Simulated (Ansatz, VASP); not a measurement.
# One calculation of Ta, two programs

```
Ta
1.0
    -1.62635    1.62635    1.62635
     1.62635   -1.62635    1.62635
     1.62635    1.62635   -1.62635
Ta
1
Direct
  0.00000 0.00000 0.00000
```

Alike in both runs: task relaxation of cell and atoms; functional LDA; k mesh 16 × 16 × 16; occupations fermi-dirac, width 0.15 eV; no spin polarisation.

|  | VASP | Ansatz |
| --- | --- | --- |
| version | VASP 6.6.1 | Ansatz 0.2.0 |
| potentials or method | VASP PAW LDA potentials, release 64 (Ta_pv) | scalar-relativistic, plane waves, PAW |
| plane-wave cutoff (eV) | 600 | 600 |
| valence electrons in the cell | 11 | 13 |

VASP gave:

| Quantity | Value |
| --- | --- |
| gap on the k mesh at the Fermi level, each at its own relaxed structure (eV) | none |
| relaxed volume (Å³/atom) | 17.32 |
| relaxed cell length with the largest relative difference (Å) | 2.823 |

Q: What did Ansatz give for the same quantities?

A: gap on the k mesh at the Fermi level, each at its own relaxed structure (eV): none; relaxed volume (Å³/atom): 17.25; relaxed cell length with the largest relative difference (Å): 2.819.

A gap of «none» marks a metal or a gap that the smearing closes. The two sets of potentials don't hold the same shells in valence. Ansatz warned: «pseudo_functional_mismatch».

Spin-orbit coupling is left out, which matters for the levels of Ta.
